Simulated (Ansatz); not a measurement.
Effective masses and thermopower of ZnTe (F-43m)

Data:

```
ZnTe
1.0
    0.00000     3.03301     3.03301
    3.03301     0.00000     3.03301
    3.03301     3.03301     0.00000
Zn Te
1 1
Cartesian
  3.03301   3.03301   3.03301
  1.51650   1.51650   1.51650
```

Computed with PBEsol with spin-orbit coupling, rigid bands (plane waves, PAW; Ansatz, a first-principles code). How the cell was made: cell and atoms relaxed with PBEsol.

```
Property                                                                                                                                                        Value
---------------------------------------------------------------------------------------------------------------------------------------  ----------------------------
band gap                                                                                                                                                      0.95 eV
electron conductivity mass (300 K, dilute)                                                                                                                   0.086 mₑ
hole conductivity mass (300 K, dilute)                                                                                                                        0.46 mₑ
effective density of states N_c (300 K)                                                                                                                   6.0e17 cm⁻³
effective density of states N_v (300 K)                                                                                                                   1.5e19 cm⁻³
density-of-states mass, electrons                                                                                                                            0.083 mₑ
density-of-states mass, holes                                                                                                                                 0.70 mₑ
Seebeck coefficient, n-type 1e19 cm⁻³, 300 K                                                                                                                 -57 μV/K
best n-type power factor at 300 K for τ = 10 fs (best axis; densities from 1e16 to 1e21 cm⁻³ tried, whether or not they can be reached)  10.5 μW/(cm·K²) at 3e20 cm⁻³
Seebeck coefficient, p-type 1e19 cm⁻³, 300 K                                                                                                                 253 μV/K
best p-type power factor at 300 K for τ = 10 fs (best axis; densities from 1e16 to 1e21 cm⁻³ tried, whether or not they can be reached)   5.1 μW/(cm·K²) at 3e19 cm⁻³
```

Rigid bands; masses and Seebeck coefficients take one relaxation time τ for all states and one kind of carrier; polarons and phonon drag are left out.
